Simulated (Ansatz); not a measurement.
**TiO2 (Baddeleyite): structure and electronic properties**

Aim: for TiO2 (Baddeleyite), find the equilibrium cell and see whether it has a gap, which orbitals make up the states near it and how charge is shared.

Method: DFT r2SCAN, scalar-relativistic, plane waves, PAW, in Ansatz 0.2.0.

**1. Starting point**

It takes space group P2_1/c (No. 14, monoclinic). Conventional cell: a = 4.589 Å, b = 4.849 Å, c = 4.736 Å, α = 90.00°, β = 98.60°, γ = 90.00°. Ti (site symmetry 1) is surrounded by 6 O at 1.82 to 2.11 Å. O (site symmetry 1) is surrounded by 2 Ti at 1.92 to 1.93 Å. O (site symmetry 1) has 4 Ti at 1.82 to 2.11 Å as nearest neighbours.

Structure file:

```cif
data_structure
_symmetry_space_group_name_H-M 'P 1'
_symmetry_Int_Tables_number 1
_cell_length_a 4.5890
_cell_length_b 4.8490
_cell_length_c 4.7360
_cell_angle_alpha 90.000
_cell_angle_beta 98.600
_cell_angle_gamma 90.000
_cell_volume 104.20
loop_
_atom_site_label
_atom_site_type_symbol
_atom_site_fract_x
_atom_site_fract_y
_atom_site_fract_z
_atom_site_occupancy
Ti1 Ti 0.30900 0.04500 0.21800 1
Ti2 Ti 0.69100 0.54500 0.28200 1
Ti3 Ti 0.69100 0.95500 0.78200 1
Ti4 Ti 0.30900 0.45500 0.71800 1
O1 O 0.05600 0.34700 0.28200 1
O2 O 0.94400 0.84700 0.21800 1
O3 O 0.94400 0.65300 0.71800 1
O4 O 0.05600 0.15300 0.78200 1
O5 O 0.42500 0.72700 0.46300 1
O6 O 0.57500 0.22700 0.03700 1
O7 O 0.57500 0.27300 0.53700 1
O8 O 0.42500 0.77300 0.96300 1
```

Source of the structure: the Crystallography Open Database.

(A quick probe on a coarse mesh, which set the mesh and smearing, is not shown.)

**3. A loose first relaxation**

Contents of input.yaml:

```yaml
crystal:
  lattice:
    - [4.589, 0.0, 0.0]
    - [0.0, 4.849, 0.0]
    - [-0.7081993865, 0.0, 4.6827502206]
  atoms:
    - { symbol: Ti, position: [0.309, 0.045, 0.218] }
    - { symbol: Ti, position: [0.691, 0.545, 0.282] }
    - { symbol: Ti, position: [0.691, 0.955, 0.782] }
    - { symbol: Ti, position: [0.309, 0.455, 0.718] }
    - { symbol: O, position: [0.056, 0.347, 0.282] }
    - { symbol: O, position: [0.944, 0.847, 0.218] }
    - { symbol: O, position: [0.944, 0.653, 0.718] }
    - { symbol: O, position: [0.056, 0.153, 0.782] }
    - { symbol: O, position: [0.425, 0.727, 0.463] }
    - { symbol: O, position: [0.575, 0.227, 0.037] }
    - { symbol: O, position: [0.575, 0.273, 0.537] }
    - { symbol: O, position: [0.425, 0.773, 0.963] }
basis:
  ecutwfc: 500
kpoints:
  mp_grid: { grid: [4, 4, 4] }
hamiltonian:
  xc: r2scan
scf:
  occupations: { method: gaussian, width: 0.1 }
output:
  forces: true
  stress: true
  eigenvalues: true
relax:
  adjacent_minimum: "off"
  f_tol: 0.05
  max_steps: 80
  cell: { stress_tol: 0.5 }
```

Launch:

```
$ ansatz run input.yaml --threads 8 --pin off --max-ram 22528MiB --backend cpu --events-out ev --progress --plain --runs-dir out
```

Further runs follow: the relaxation; static run: bands, density of states and charges.

Before running it: what results should come out? Wanted: relaxed cell; volume; formation energy; gap.

**Answer**, as computed:

| quantity | value |
| --- | --- |
| relaxed cell | a = 4.804 Å, b = 4.866 Å, c = 5.042 Å, α = 90.00°, β = 99.88°, γ = 90.00° |
| space group (0.01 Å) | P2_1/c (No. 14) |
| volume | 9.68 Å³/atom |
| formation energy (elements from runs with the same settings, not shown) | -3.29 eV/atom |
| gap | 2.70 eV, indirect on the path |

**Reading.** Relaxation raised the volume by 11.4 %. The shape changed too: the edges of the input's cell moved by +4.7, +0.3, +6.5 %. It has a gap of 2.70 eV, with the valence top at Γ and the conduction bottom at Y2 on the path. Of the projected weight, the top eV of the valence band is O 2p (92 %), and the lowest eV of the conduction band Ti 3d (89 %).

The gaps are Kohn-Sham values of a semilocal functional, not quasiparticle or optical gaps. Such gaps usually fall short of the measured ones.
